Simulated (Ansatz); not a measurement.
# LiNbO3: the cost of one run

Computed with Ansatz 0.2.0 (DFT, PBE, plane-wave PAW, default files, scalar-relativistic, frozen cores, as far as a step names no other, unless a step's input says otherwise).

## Step 1: The system as given

It takes space group R-3c (No. 167, trigonal). The conventional cell has a = 5.138 Å, b = 5.138 Å, c = 13.499 Å, α = 90.00°, β = 90.00°, γ = 120.00°. Li (site symmetry 32) has 3 O at 1.92 Å as nearest neighbours. Nb (site symmetry -3) has 6 O at 1.97 Å as nearest neighbours. O (site symmetry 2) has 1 Li at 1.92 Å and 2 Nb at 1.97 Å as nearest neighbours.

Structure file:

```xyz
10
Lattice="2.5689 1.4832 4.4996 -2.5689 1.4832 4.4996 0.0000 -2.9663 4.4996" Properties=species:S:1:pos:R:3 pbc="T T T"
Li    0.0000    0.0000   10.1240
Li    0.0000    0.0000    3.3747
Nb    0.0000    0.0000    6.7494
Nb    0.0000    0.0000    0.0000
O    -0.6456    1.4832    7.8742
O    -0.9617   -1.3007    7.8742
O     1.6072   -0.1825    7.8742
O     0.9617    1.3007    5.6245
O     0.6456   -1.4832    5.6245
O    -1.6072    0.1825    5.6245
```

The earlier run gave: gap on the mesh 2.69 eV, largest force 0.145 eV/Å, pressure 10.1 GPa.

Like atoms gathered into sites:

| site | atoms | first shell | V_zz (10²¹ V/m²) | η | C_Q (MHz) |
| --- | --- | --- | --- | --- | --- |
| Li | 1, 2 | 3 O at 1.92 Å; also 9 O at 2.77–3.21 Å | 0.27 | 0.00 | -0.260 (⁷Li) |
| Nb | 3, 4 | 6 O at 1.97 Å | 0.14 | 0.00 | -1.09 (⁹³Nb) |
| O | 5, 6, 7, 8, … | 1 Li at 1.92 Å, 2 Nb at 1.97 Å; also 3 Li at 2.77–3.21 Å | 0.73 | 0.61 | -0.450 (¹⁷O) |

V_zz is the principal component of the electric field gradient with the largest magnitude, η = (V_xx − V_yy)/V_zz and C_Q = eQV_zz/h. Nuclear quadrupole moments: year-2017 set (Pyykkö).

## Step 2: Z stretched by +2 %, ions relaxed

Contents of input.yaml:

```yaml
crystal:
  lattice:
    - [2.5689010133, 1.4831556916, 4.5895614]
    - [-2.5689010133, 1.4831556916, 4.5895614]
    - [0.0, -2.9663113832, 4.5895614]
  atoms:
    - { symbol: Li, position: [0.75, 0.75, 0.75] }
    - { symbol: Li, position: [0.25, 0.25, 0.25] }
    - { symbol: Nb, position: [0.5, 0.5, 0.5] }
    - { symbol: Nb, position: [0.0, 0.0, 0.0] }
    - { symbol: O, position: [0.6215198158, 0.8784801842, 0.25] }
    - { symbol: O, position: [0.25, 0.6215198158, 0.8784801842] }
    - { symbol: O, position: [0.8784801842, 0.25, 0.6215198158] }
    - { symbol: O, position: [0.75, 0.3784801842, 0.1215198158] }
    - { symbol: O, position: [0.3784801842, 0.1215198158, 0.75] }
    - { symbol: O, position: [0.1215198158, 0.75, 0.3784801842] }
kpoints:
  mp_grid: { grid: [7, 7, 7] }
scf:
  occupations: { method: fermi_dirac, width: 0.02 }
hamiltonian:
  xc: pbe
  pseudopotentials: { kind: paw, frozen_core: stored }
output:
  forces: true
  stress: true
  populations: true
  efg: { quadrupole_moments_barn: { Li: -0.0401, Nb: -0.32, O: -0.02558 } }
relax:
  f_tol: 0.02
  max_steps: 60
```

On the command line:

```bash
$ ansatz run input.yaml --threads 4 --pin off --max-ram 8192MiB --backend cpu --events-out ev --progress --plain --runs-dir out
```

**Question.** How long does this run take on 4 threads of Intel Xeon Platinum 8488C (Sapphire Rapids), shared host, and how much memory does it need?

About 6.1 s, with a peak of 0.63 GiB.
